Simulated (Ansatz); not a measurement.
## Structures of TaN: which is lowest?

Plane-wave DFT in Ansatz with scalar-relativistic PAW potentials, cutoff 420 eV, Γ-centred meshes chosen by cell and gap, Gaussian smearing with energies taken to zero width. Every cell was relaxed (cell and atoms) in a run of its own, within the symmetry of its start. Functional: PBEsol.

Relaxed structures (starts from databases or built by putting these elements on another compound's sites):
A. P-62m, 6 atoms in the computed cell, a = 5.179 Å, c = 2.896 Å; sites (symmetry × multiplicity) Ta -6.. × 2 + -62m × 1, N m2m × 3; start: database
B. P6_3/mmc, 4 atoms in the computed cell, a = 2.943 Å, c = 5.564 Å; sites (symmetry × multiplicity) Ta -6m2 × 2, N -3m. × 2; start: built
C. P6_3mc, 4 atoms in the computed cell, a = 3.122 Å, c = 6.054 Å; sites (symmetry × multiplicity) Ta 3m. × 2, N 3m. × 2; start: database
D. P6/mmm, 6 atoms in the computed cell, a = 5.205 Å, c = 2.904 Å; sites (symmetry × multiplicity) Ta -6m2 × 2 + 6/mmm × 1, N mmm × 3; start: database
E. P-6m2, 2 atoms in the computed cell, a = 2.924 Å, c = 2.871 Å; sites (symmetry × multiplicity) Ta -6m2 × 1, N -6m2 × 1; start: database
F. Fm-3m, 2 atoms in the computed cell, a = 4.376 Å; sites (symmetry × multiplicity) Ta m-3m × 4, N m-3m × 4; start: database
G. I4_1md, 4 atoms in the computed cell, a = 2.888 Å, c = 10.197 Å; sites (symmetry × multiplicity) Ta 2mm. × 4, N 2mm. × 4; start: built

Question: Rank them by energy. Could pressure change the order?

Answer:
| structure | group | E − E(lowest) (meV/atom) | V (Å³/atom) | gap on mesh (eV) |
| --- | --- | --- | --- | --- |
| A | P-62m | 0.0 | 11.21 | 0.00 |
| E | P-6m2 | 9.3 | 10.63 | 0.00 |
| G | I4_1md | 41 | 10.63 | 0.68 |
| B | P6_3/mmc | 93 | 10.44 | 0.00 |
| F | Fm-3m | 304 | 10.47 | 0.00 |
| D | P6/mmm | 454 | 11.35 | 0.00 |
| C | P6_3mc | 459 | 12.78 | 0.00 |

A is lowest, 9 meV/atom under E. E is denser by 0.58 Å³/atom, so pressure favours it: ΔE/ΔV, with ΔE in eV and 1 eV/Å³ = 160.2 GPa, gives about 2.6 GPa for equal enthalpy if both cells were rigid, a rough figure since the two compress differently. Other structures may lie lower than all of these, and vibrations aren't counted.

Spin-orbit coupling is left out, which matters for the bands of heavy elements.